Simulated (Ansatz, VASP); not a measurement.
# Ta2C: VASP beside Ansatz

```
Ta C
1.0
     3.08599    0.00000    0.00000
    -1.54300    2.67255    0.00000
     0.00000    0.00000    4.93395
Ta C
2 1
Cartesian
  0.0000 1.7817 1.2515
  1.5430 0.8908 3.6825
  0.0000 0.0000 0.0000
```

Alike in both runs: functional PBEsol; k mesh 4 × 4 × 2; occupations fermi-dirac, width 0.01 eV; no spin polarisation.

Ansatz relaxed the structure, and its values are those at the end. VASP's run is a single point on that final structure, the one shown.

|  | VASP | Ansatz |
| --- | --- | --- |
| version | VASP 6.6.1 | Ansatz 0.2.0 |
| potentials or method | VASP PAW PBE potentials, release 64 (Ta_pv, C) | plane waves, PAW |
| plane-wave cutoff (eV) | 520 | 420 |
| valence electrons in the cell | 26 | 30 |

```tsv
	VASP	Ansatz	Ansatz less VASP
pressure (GPa)	0.5	0.0	-0.50
rms of the force components (eV/Å)	0.022	0.001	-0.0217
```

The two sets of potentials don't hold the same shells in valence.

Caveats: the k mesh is coarse (spacing up to 0.64 Å⁻¹), so the values aren't converged; the PAW data sets were made with another functional, which shifts forces and pressure a little (VASP). The runs have no spin-orbit coupling, so splittings on Ta are missing.
